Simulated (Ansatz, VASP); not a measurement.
**One calculation of Ir, two programs**

```
Ir
1.0
     0.00000    1.89606    1.89606
     1.89606    0.00000    1.89606
     1.89606    1.89606    0.00000
Ir
1
Direct
  0.00000 0.00000 0.00000
```

Alike in both runs: functional PBE; k mesh 18 × 18 × 18; occupations gaussian, width 0.1 eV; no spin polarisation.

Ansatz relaxed the structure, and its values are those at the end. VASP's run is a single point on that final structure, the one shown.

```csv
,VASP,Ansatz
version,VASP 6.6.1,Ansatz 0.2.0
potentials or method,"VASP PAW PBE potentials, release 64 (Ir)","scalar-relativistic, plane waves, PAW"
plane-wave cutoff (eV),520,420
valence electrons in the cell,9,17
```

Ansatz gave:

- gap on the k mesh at the Fermi level (eV): none
- pressure (GPa): 25.0

Q: What did VASP give for the same quantities?

A: gap on the k mesh at the Fermi level (eV): none; pressure (GPa): 25.8.

A gap of «none» marks a metal or a gap that the smearing closes. With one functional, cell and mesh, what is left measures potentials, basis and numerics. The two sets of potentials don't hold the same shells in valence.

Caveats: so large a pressure means that the cell lies far from this level's equilibrium, or that cutoff or potentials fall short (VASP). Spin-orbit coupling is left out, which matters for the levels of Ir.
